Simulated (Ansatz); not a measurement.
Crystal: MoP.

```xyz
2
Lattice="3.2230 0.0000 0.0000 -1.6115 2.7912 0.0000 0.0000 0.0000 3.1910" Properties=species:S:1:pos:R:3 pbc="T T T"
Mo    0.0000    0.0000    0.0000
P     0.0000    1.8608    1.5955
```

| Property | Result |
| --- | --- |
| Program | Ansatz 0.2.0 |
| Task | relaxation of cell and atoms |
| Functional | PBE |
| Dispersion | D3(BJ) |
| Potentials or basis | Ansatz PAW |
| Cutoff | 420 eV (not typed: the program's choice for these potentials) |
| k mesh | 10 × 10 × 8 |
| Occupations | fermi-dirac, width 0.05 eV |
| Spin | no spin polarisation |

At the start: volume 14.35 Å³/atom.

Question: Where does the relaxation end?

Answer: It ends after 5 steps and the volume is 14.06 Å³/atom (-2.0 %); space group P-6m2 (No. 187, to 0.05 Å).

Step by step:
| step | energy change (eV) | largest force (eV/Å) | volume (Å³) |
| --- | --- | --- | --- |
| 1 | 0.0000 | 0.0000 | 28.71 |
| 2 | -0.0074 | 0.0000 | 27.94 |
| 3 | -0.0086 | 0.0000 | 28.12 |
| 4 | -0.0087 | 0.0000 | 28.12 |
| 5 | -0.0086 | 0.0000 | 28.12 |

Final structure:
```
Mo P
1.0
     3.19907    0.00000    0.00000
    -1.59954    2.77048    0.00000
     0.00000    0.00000    3.17312
Mo P
1 1
Direct
  0.00000 0.00000 0.00000
  0.33333 0.66667 0.50000
```

Caveat: the plane-wave basis is chosen anew once the cell has moved, so the energies of steps on either side of that aren't comparable.
